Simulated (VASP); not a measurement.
Wanted: the native input for a VASP 6.6.1 run.

```yaml
Task: relaxation of cell and atoms
Functional: PBE
Dispersion: D3(BJ)
Potentials_or_basis: VASP PAW PBE potentials, release 64 (P)
Cutoff: 600 eV
k_mesh: 12 × 12 × 12
Occupations: fermi-dirac, width 0.05 eV
Spin: no spin polarisation
Target_pressure: 2 GPa
P_gpa: 2
Further_INCAR_settings: ALGO = Fast; EDIFF = 1e-06; IBRION = 2; EDIFFG = -0.005; NSW = 60; ISIF = 3
Target_pressure: 2 GPa
```

The structure of P lies in POSCAR:

```
P
1.0
    1.6582000000     -5.2420000000      0.0000000000
    1.6582000000      5.2420000000      0.0000000000
    0.0000000000      0.0000000000      4.3793000000
P
4
Direct
    0.8983800000      0.1016200000      0.0806800000
    0.6016200000      0.3983800000      0.5806800000
    0.1016200000      0.8983800000      0.9193200000
    0.3983800000      0.6016200000      0.4193200000
```

One way to write it, as run:

INCAR

```
PREC     = Accurate       # precision mode
ENCUT    = 600            # plane-wave cutoff, eV
EDIFF    = 1E-6           # SCF threshold, eV
ISMEAR   = -1             # smearing method
SIGMA    = 0.05           # smearing width, eV
LREAL    = False          # projectors in reciprocal space
LASPH    = True           # aspherical terms in the spheres
NELM     = 80             # most SCF steps
ALGO     = Fast           # electronic algorithm
ISIF     = 3              # what is computed and relaxed
LWAVE    = False          # write WAVECAR
LCHARG   = False          # write CHGCAR
GGA      = PE             # functional
IVDW     = 12             # dispersion correction
IBRION   = 2              # ionic algorithm
NSW      = 60             # ionic steps
EDIFFG   = -0.005         # ionic threshold
PSTRESS  = 20           
KPAR     = 2
```

KPOINTS

```
Automatic mesh
0
Gamma
  12 12 12
```

Potentials or basis: VASP PAW PBE potentials, release 64 (P).

Run with:

```console
$ cat potpaw_PBE.64/P/POTCAR > POTCAR
$ mpirun -np 2 vasp_std > vasp.out
```

It gave:

```
Relaxed volume                                         : 16.51 Å³/atom
Relaxed cell                                           : a = 5.256 Å, b = 5.256 Å, c = 3.979 Å, α = 90.00°, β = 90.00°, γ = 143.06°
Space group after relaxing (to 0.05 Å)                 : Cmce (No. 64)
Energy change on relaxing (the enthalpy is what falls) : -1.1 meV/atom
Ionic steps                                            : 22
Pressure after relaxing                                : 2.0 GPa
Band gap on the k mesh                                 : none (metal or under the smearing width)
Dispersion energy per atom                             : -0.426 eV
```

Caveat: the cell is relaxed towards a set pressure, so the enthalpy falls and the energy may rise; pairwise dispersion overbinds metals, which lowers pressure and volume.

Run time: 18 min on 2 MPI ranks on Intel(R) Xeon(R) 6975P-C (Granite Rapids) (shared host), peak memory 0.51 GiB a rank.
